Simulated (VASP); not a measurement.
# Sn (Immm) in VASP: further runs

The runs below take Sn through single point, with PBE.

Everything below comes from runs of VASP 6.6.1. Logs are shortened: lines on timing, memory, paths and dates and some standing lists are left out, and cuts for length are marked.

## 1. The crystal as given

Symmetry: Immm, No. 71, orthorhombic system. Conventional cell: a = 3.453 Å, b = 3.551 Å, c = 4.677 Å, α = 90.00°, β = 90.00°, γ = 90.00°. Sn (site symmetry mmm) has 12 Sn at 3.41 to 3.55 Å as nearest neighbours.

This isn't the form of Sn at room conditions, which is tetragonal (white tin).

## 2. Single point, PBE

File INCAR:

```
SYSTEM = Sn
ADDGRID = .FALSE.
ALGO = Normal
EDIFF = 1E-7
ENCUT = 450
GGA = PE
ISIF = 2
ISMEAR = 1
LASPH = .TRUE.
LCHARG = .FALSE.
LREAL = .FALSE.
LWAVE = .FALSE.
NELM = 100
PREC = Accurate
SIGMA = 0.05
```

File KPOINTS:

```
k-points
0
G
  16 16 16
  0 0 0
```

File POSCAR:

```
Sn
1.0
   -1.6810770000      1.7214010000      2.3373330000
    1.7271670000     -1.7623000000      2.4024190000
    1.7145940000      1.7948920000     -2.3683880000
Sn
1
Direct
    0.0245380000     -0.0183670000      0.0024320000
```

Potentials or basis: VASP PAW PBE potentials, release 64 (Sn).

Started as:

```sh
$ cat potpaw_PBE.64/Sn/POTCAR > POTCAR
$ mpirun -np 1 vasp_std > vasp.out
```

OUTCAR:

```text
SYSTEM = Sn
   EDIFF = 1E-7
   ENCUT = 450
   GGA = PE
   ISIF = 2
   ISMEAR = 1
   LASPH = .TRUE.
   LREAL = .FALSE.
   NELM = 100
   PREC = Accurate

 Found   2052 irreducible k-points:

 Following reciprocal coordinates:
            Coordinates               Weight
  0.000000  0.000000  0.000000      1.000000
  0.062500  0.000000  0.000000      2.000000
  0.125000  0.000000  0.000000      2.000000
  0.187500  0.000000  0.000000      2.000000
  0.250000  0.000000  0.000000      2.000000
  0.312500  0.000000  0.000000      2.000000
   k-points           NKPTS =   2052   k-points in BZ     NKDIM =   2052   number of bands    NBANDS=      6
   number of dos      NEDOS =    301   number of ions     NIONS =      1
   total plane-waves  NPLWV =  13824
   dimension x,y,z NGX =    24 NGY =   24 NGZ =   24
   dimension x,y,z NGXF=    48 NGYF=   48 NGZF=   48
   ions per type =               1
   NGX,Y,Z   is equivalent  to a cutoff of  11.89, 11.59, 11.63 a.u.
   NGXF,Y,Z  is equivalent  to a cutoff of  23.79, 23.17, 23.26 a.u.
 SYSTEM =  Sn
   PREC   = accura    normal or accurate (medium, high low for compatibility)
   ISTART =      0    job   : 0-new  1-cont  2-samecut
   ICHARG =      2    charge: 1-file 2-atom 10-const
   ISPIN  =      1    spin polarized calculation?
   LNONCOLLINEAR =      F non collinear calculations
   LSORBIT =      F    spin-orbit coupling
   LASPH  =      T    aspherical Exc in radial PAW
   ENCUT  =  450.0 eV  33.07 Ry    5.75 a.u.   5.80  5.96  5.93*2*pi/ulx,y,z
   NELM   =    100;   NELMIN=  2; NELMDL= -5     # of ELM steps
   EDIFF  = 0.1E-06   stopping-criterion for ELM
   LREAL  =      F    real-space projection
   EDIFFG = 0.1E-05   stopping-criterion for IOM
   NSW    =      0    number of steps for IOM
   IBRION =     -1    ionic relax: 0-MD 1-quasi-New 2-CG
   NFREE  =      0    steps in history (QN), initial steepest desc. (CG)
   ISIF   =      2    stress and relaxation
   ISYM   =      2    0-nonsym 1-usesym 2-fastsym
   POTIM  = 0.5000    time-step for ionic-motion
   TEBEG  =    0.0;   TEEND  =   0.0 temperature during run
   PSTRESS=    0.0 pullay stress
   NELECT =       4.0000    total number of electrons
   NUPDOWN=      -1.0000    fix difference up-down
   EMIN   =  10.00;   EMAX   =-10.00  energy-range for DOS
   EFERMI =   0.00;   METHOD = LEGACY
   ISMEAR =     1;   SIGMA  =   0.05  broadening in eV -4-tet -1-fermi 0-gaus
   EFERMI_NEDOS =   21; number of points for ismear=-14 and -15
   IALGO  =     38    algorithm
   IMIX   =      4    mixing-type and parameters
     AMIX     =   0.40;   BMIX     =  1.00
     AMIX_MAG =   1.60;   BMIX_MAG =  1.00
  volume/ion in A,a.u.               =      28.67       193.50
  Fermi-wavevector in a.u.,A,eV,Ry     =   0.849055  1.604482  9.808370  0.720895
  Thomas-Fermi vector in A             =   1.964816
   LORBIT       =      0    0 simple, 1 ext, 2 COOP (PROOUT), +10 PAW based schemes
   GGA     = PE    functional components
   LHFCALC =     F    Hartree Fock is set to
   AEXX    =    0.0000 exact exchange contribution
   IVDW    =     0    specifies the selected vdW correction
   LEPSILON=     F    determine dielectric tensor
   LRPA    =     F    only Hartree local field effects (RPA)
 non-spin polarized calculation
 Methfessel and Paxton  Order N= 1 SIGMA  =   0.05
  energy-cutoff  :      450.00
  volume of cell :       28.67
 maximum number of plane-waves:       636
   NGX = 11   NGY = 11   NGZ = 11

 number of electron       4.0000000 magnetization

 Free energy of the ion-electron system (eV)
  ---------------------------------------------------
  ext. energy  EPLUGINS =         0.00000000
  ---------------------------------------------------
  free energy    TOTEN  =        -3.77295368 eV

  energy without entropy =       -3.77295034  energy(sigma->0) =       -3.77295257

 E-fermi :   4.9662     XC(G=0):  -9.9653

 val. band max:        4.9646900218   @ k =   0.1875  -0.3125   0.1875
 cond. band min:       4.9665505862   @ k =   0.3125   0.1250   0.1875
 fundamental gap:      0.0018605644
 Fermi energy:         4.9662024405

 k-point     1 :       0.0000    0.0000    0.0000
  band No.  band energies     occupation
      1      -5.8258      2.00000
      2      11.8356      0.00000
      3      12.2041      0.00000
      4      12.5684      0.00000
      5      15.5966      0.00000
      6      15.7616      0.00000

 k-point     2 :       0.0625    0.0000    0.0000
  band No.  band energies     occupation
      1      -5.7485      2.00000
      2      11.4002      0.00000
      3      11.7840      0.00000
      4      12.3256      0.00000
      5      15.0137      0.00000
      6      16.0175      0.00000

 k-point     3 :       0.1250    0.0000    0.0000
  band No.  band energies     occupation
      1      -5.5166      2.00000
      2       9.6708      0.00000
      3      11.5658      0.00000
      4      11.9420      0.00000
      5      14.6335      0.00000
      6      16.4797      0.00000

 k-point     4 :       0.1875    0.0000    0.0000
  band No.  band energies     occupation
      1      -5.1310      2.00000
      2       7.7551      0.00000
      3      11.3125      0.00000
      4      11.5008      0.00000
      5      14.3835      0.00000
      6      16.7450      0.00000

 k-point     5 :       0.2500    0.0000    0.0000
  band No.  band energies     occupation
      1      -4.5939      2.00000
      2       5.8837     -0.00000
      3      11.0388      0.00000
      4      11.1097      0.00000
      5      14.2327      0.00000
      6      16.1838      0.00000

 k-point     6 :       0.3125    0.0000    0.0000
  band No.  band energies     occupation
      1      -3.9120      2.00000
      2       4.1306      2.00000
      3      10.6913      0.00000
      4      10.8969      0.00000
      5      14.1828      0.00000
      6      15.6572      0.00000

 [... further k-points ...]

------------------------ aborting loop because EDIFF is reached ----------------------------------------

  FORCE on cell =-STRESS in cart. coord.  units (eV):
  Direction    XX          YY          ZZ          XY          YZ          ZX
  --------------------------------------------------------------------------------------
  -------------------------------------------------------------------------------------
  Total       -0.1626175     -0.2610120     -0.1959471      0.0378347      0.0665622     -0.0359456
  in kB       -9.0865953    -14.5845972    -10.9489585      2.1140943      3.7193024     -2.0085343
  external PRESSURE =     -11.5400504 kB  Pullay stress =       0.0000000 kB

 VOLUME and BASIS-vectors are now :
 -----------------------------------------------------------------------------
  energy-cutoff  :      450.00
  volume of cell :       28.67
      direct lattice vectors                 reciprocal lattice vectors
    -1.681077000  1.721401000  2.337333000    -0.004822354  0.286321943  0.213499049
     1.727167000 -1.762300000  2.402419000     0.288499269 -0.000911461  0.208168231
     1.714594000  1.794892000 -2.368388000     0.287885548  0.281643047 -0.000369160

 POSITION                                       TOTAL-FORCE (eV/Angst)
 -----------------------------------------------------------------------------------
      1.65836     -1.68333      2.40989         0.000000     -0.000000      0.000000
 -----------------------------------------------------------------------------------
    total drift:                               -0.000000      0.000000      0.000000

  FREE ENERGIE OF THE ION-ELECTRON SYSTEM (eV)
  ---------------------------------------------------
  free  energy   TOTEN  =        -3.7729536828 eV

  energy  without entropy=       -3.7729503393  energy(sigma->0) =       -3.77295257
```

Wall time 66 s (1 thread of Intel Xeon 6975P-C (Granite Rapids), shared host); peak memory 0.42 GiB.

These settings aren't checked as converged: the numbers below hold their error.

What came out:

| Quantity | Value |
| --- | --- |
| Free energy | -3.7730 eV |
| Pressure | -1.2 GPa |
| Band gap on the k mesh | none (metal or under the smearing width) |

## 3. Single point, PBE

INCAR: that of step 2 with these lines changed.

```diff
@@ -14,2 +14,2 @@
 PREC = Accurate
-SIGMA = 0.05
+SIGMA = 0.02
```

KPOINTS is that of step 2.

File POSCAR:

```
Sn
1.0
   -1.7265390000      1.7755470000      2.3383420000
    1.7265390000     -1.7755470000      2.3383420000
    1.7265390000      1.7755470000     -2.3383420000
Sn
1
Direct
    0.0000000000      0.0000000000      0.0000000000
```

Potentials or basis: VASP PAW PBE potentials, release 64 (Sn).

Started as:

```sh
$ cat potpaw_PBE.64/Sn/POTCAR > POTCAR
$ mpirun -np 1 vasp_std > vasp.out
```

OUTCAR:

```text
SYSTEM = Sn
   EDIFF = 1E-7
   ENCUT = 450
   GGA = PE
   ISIF = 2
   ISMEAR = 1
   LASPH = .TRUE.
   LREAL = .FALSE.
   NELM = 100
   PREC = Accurate

 Found    621 irreducible k-points:

 Following reciprocal coordinates:
            Coordinates               Weight
  0.000000  0.000000  0.000000      1.000000
  0.062500  0.000000  0.000000      4.000000
  0.125000  0.000000  0.000000      4.000000
  0.187500  0.000000  0.000000      4.000000
  0.250000  0.000000  0.000000      4.000000
  0.312500  0.000000 -0.000000      4.000000
[... 129 lines left out ...]

------------------------ aborting loop because EDIFF is reached ----------------------------------------

  FORCE on cell =-STRESS in cart. coord.  units (eV):
  Direction    XX          YY          ZZ          XY          YZ          ZX
  --------------------------------------------------------------------------------------
  -------------------------------------------------------------------------------------
  Total       -0.1570316     -0.1976662     -0.2623869     -0.0000000      0.0000000      0.0000000
  in kB       -8.7744726    -11.0450157    -14.6614253     -0.0000000      0.0000000      0.0000000
  external PRESSURE =     -11.4936379 kB  Pullay stress =       0.0000000 kB

 VOLUME and BASIS-vectors are now :
 -----------------------------------------------------------------------------
  energy-cutoff  :      450.00
  volume of cell :       28.67
      direct lattice vectors                 reciprocal lattice vectors
    -1.726539000  1.775547000  2.338342000     0.000000000  0.281603359  0.213826720
     1.726539000 -1.775547000  2.338342000     0.289596702  0.000000000  0.213826720
     1.726539000  1.775547000 -2.338342000     0.289596702  0.281603359  0.000000000

 POSITION                                       TOTAL-FORCE (eV/Angst)
 -----------------------------------------------------------------------------------
      0.00000      0.00000      0.00000         0.000000      0.000000      0.000000
 -----------------------------------------------------------------------------------
    total drift:                                0.000000     -0.000000     -0.000000

  FREE ENERGIE OF THE ION-ELECTRON SYSTEM (eV)
  ---------------------------------------------------
  free  energy   TOTEN  =        -3.7729911432 eV

  energy  without entropy=       -3.7729954045  energy(sigma->0) =       -3.77299256
```

OSZICAR:

```text
N       E                     dE             d eps       ncg     rms          rms(c)
DAV:   1     0.385896342383E+00    0.38590E+00   -0.13471E+03  7548   0.424E+02
DAV:   2    -0.374146399647E+01   -0.41274E+01   -0.39132E+01 10290   0.368E+01
DAV:   3    -0.378650092991E+01   -0.45037E-01   -0.44912E-01  8970   0.422E+00
DAV:   4    -0.378655970865E+01   -0.58779E-04   -0.58778E-04 10566   0.182E-01
DAV:   5    -0.378655980436E+01   -0.95710E-07   -0.95952E-07  9084   0.464E-03    0.129E+00
DAV:   6    -0.377831238092E+01    0.82474E-02   -0.21430E-03  8970   0.316E-01    0.756E-01
DAV:   7    -0.377291653359E+01    0.53958E-02   -0.60547E-03  8040   0.533E-01    0.520E-02
DAV:   8    -0.377298968960E+01   -0.73156E-04   -0.68583E-05 10344   0.657E-02    0.884E-03
DAV:   9    -0.377299115671E+01   -0.14671E-05   -0.24716E-06  9282   0.129E-02    0.312E-03
DAV:  10    -0.377299114321E+01    0.13509E-07   -0.49166E-07  9246   0.457E-03
   1 F= -.37729911E+01 E0= -.37729926E+01  d E =0.426134E-05
```

Run time: 21 s. Hardware: 1 thread of Intel Xeon 6975P-C (Granite Rapids), shared host; peak memory 0.2 GiB.

These settings aren't checked as converged: the numbers below hold their error.

What came out:

```yaml
Free_energy: -3.7730 eV
Pressure: -1.1 GPa
Band_gap_on_the_k_mesh: none (metal or under the smearing width)
```

## 4. Single point, PBE

INCAR is that of step 3.

KPOINTS is that of step 3.

File POSCAR:

```
Sn
1.0
   -1.6810770000      1.7214010000      2.3373330000
    1.7271670000     -1.7623000000      2.4024190000
    1.7145940000      1.7948920000     -2.3683880000
Sn
1
Direct
    0.0245380000     -0.0183670000      0.0024320000
```

Started as:

```sh
$ cat potpaw_PBE.64/Sn/POTCAR > POTCAR
$ mpirun -np 1 vasp_std > vasp.out
```

Run time: 72 s. Hardware: 1 thread of Intel Xeon 6975P-C (Granite Rapids), shared host; peak memory 0.42 GiB.

These settings aren't checked as converged: the numbers below hold their error.

Results:

| Quantity | Value |
| --- | --- |
| Free energy | -3.7730 eV |
| Pressure | -1.2 GPa |
| Band gap on the k mesh | none (metal or under the smearing width) |

## 5. Single point, PBE

INCAR: that of step 4 with these lines changed.

```diff
@@ -7,3 +7,3 @@
 ISIF = 2
-ISMEAR = 1
+ISMEAR = -5
 LASPH = .TRUE.
@@ -14,2 +14,2 @@
 PREC = Accurate
-SIGMA = 0.02
+SIGMA = 0.2
```

KPOINTS is that of step 4.

File POSCAR:

```
Sn
1.0
   -1.7265390000      1.7755470000      2.3383420000
    1.7265390000     -1.7755470000      2.3383420000
    1.7265390000      1.7755470000     -2.3383420000
Sn
1
Direct
    0.0000000000      0.0000000000      0.0000000000
```

Started as:

```sh
$ cat potpaw_PBE.64/Sn/POTCAR > POTCAR
$ mpirun -np 1 vasp_std > vasp.out
```

Wall time 31 s (1 thread of Intel Xeon 6975P-C (Granite Rapids), shared host); peak memory 0.23 GiB.

The run converged, but some of its settings lie outside the range that counts as converged, so its numbers aren't taken as properties of the crystal.

Results:

```
Free energy            : -3.7731 eV
Pressure               : -1.1 GPa
Band gap on the k mesh : none (metal or under the smearing width)
```

Caveat: tetrahedron occupations give inexact forces and stress in metals.

## 6. For comparison

An earlier run on the cell as given: functional PBE; potentials or basis VASP PAW PBE potentials, release 64 (Sn_d); cutoff 520 eV; k mesh 11 × 11 × 11; occupations fermi-dirac, width 0.05 eV; no spin polarisation.

* Pressure: -1.1 GPa
* Band gap on the k mesh: none (metal or under the smearing width)
